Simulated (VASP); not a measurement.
A run of VASP 6.6.1:

Contents of INCAR:

```
  PREC = Normal
  ENCUT = 520
  EDIFF = 1E-4
  ISMEAR = 0
  SIGMA = 0.15
  LREAL = F
  LASPH = T
  NELM = 60
  ALGO = Fast
  ISIF = 3
  LWAVE = F
  LCHARG = F
  GGA = PE
  IBRION = 2
  NSW = 24
  EDIFFG = -0.08
```

Contents of KPOINTS:

```
Automatic mesh
0
Gamma
  3 3 4
```

The input POSCAR:

```
Mg2ZnO3
1.0
    4.3065546400      0.0000000000      0.0000000000
    0.0000000000      4.3065546400      0.0000000000
    0.0000000000      0.0000000000      4.1259709900
Mg Zn O
2 1 3
Direct
    0.5000000000      0.0000000000      0.7403489400
    0.0000000000      0.5000000000      0.7403489400
    0.0000000000      0.0000000000      0.9269161200
    0.5000000000      0.0000000000      0.2383667300
    0.0000000000      0.5000000000      0.2383667300
    0.5000000000      0.5000000000      0.7736472600
```

Potentials or basis: VASP PAW PBE potentials, release 64 (Mg, Zn, O).

Run with:

```sh
$ cat potpaw_PBE.64/Mg/POTCAR potpaw_PBE.64/Zn/POTCAR potpaw_PBE.64/O/POTCAR > POTCAR
$ mpirun -np 1 vasp_std > vasp.out
```

Hardware: 1 thread of Intel(R) Xeon(R) Platinum 8488C (Sapphire Rapids), on a shared host.

**Question.** Estimate the wall time of this run.

**Answer.** It took 66 s on 1 thread of Intel(R) Xeon(R) Platinum 8488C (Sapphire Rapids), with other jobs on the host, peak memory 0.15 GiB. Counts: scf iterations 93, k points 9, ion steps 11.
